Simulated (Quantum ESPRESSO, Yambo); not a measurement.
Planning a run of Yambo 5.3.0 on ZnSe (Stilleite). The input:

```
HF_and_locXC
gw0
dyson
ppa
em1d
rim_cut
RandQpts= 1000000
RandGvec= 1 RL
EXXRLvcs= 104 Ry
VXCRLvcs= 416 Ry
Chimod= "HARTREE"
% BndsRnXp
 1 | 125 |
%
NGsBlkXp= 14.5 Ry
% LongDrXp
 1 | 1 | 1 |
%
% GbndRnge
 1 | 125 |
%
DysSolver= "n"
ExtendOut
PPAPntXp= 27.21138 eV
% QPkrange
 1 | 8 | 15 | 26 |
%
GfnQPdb= "E < ./gw1/ndb.QP"
XfnQPdb= "E < ./gw1/ndb.QP"
```

```sh
OMP_NUM_THREADS=1 mpirun -n 8 yambo -F gw5.in -J gw5 -C gw5 > gw5.log
```

The stored states that it reads are on a 4×4×4 mesh. The structure is cubic, space group F-43m (No. 216). The conventional cell has a = 5.668 Å, b = 5.668 Å, c = 5.668 Å, α = 90.00°, β = 90.00°, γ = 90.00°. Zn has 4 Se at 2.45 Å nearest. Se has 4 Zn at 2.45 Å nearest. Farther neighbours and most contacts between anions are not listed.

Question: How long will it take on 8 MPI ranks of Arm Neoverse V2, shared host, and how much memory?

It took 7.8 min; on shared hardware allow 3.9 min to 16 min. Peak host memory was 4.8 GiB.

The screening grows as filled bands × empty bands × pairs of k points, times the square of the screening basis for the matrix.

[Paths, hosts, dates, memory and timing lines, banners, echoed tables and standing remarks are left out of the program output.]

[Logs are printed without paths, hosts, clocks, repeated set-up lines and the standing remarks that a program may print on its own settings, such as how far it seeks lower states.]

[Runs of the session that timed out or met a known fault of the program may be left out.]

[Hosts, paths, dates, database ids (printed as entryN), source tags and the programs' standing remarks are cut or masked in the printed files.]
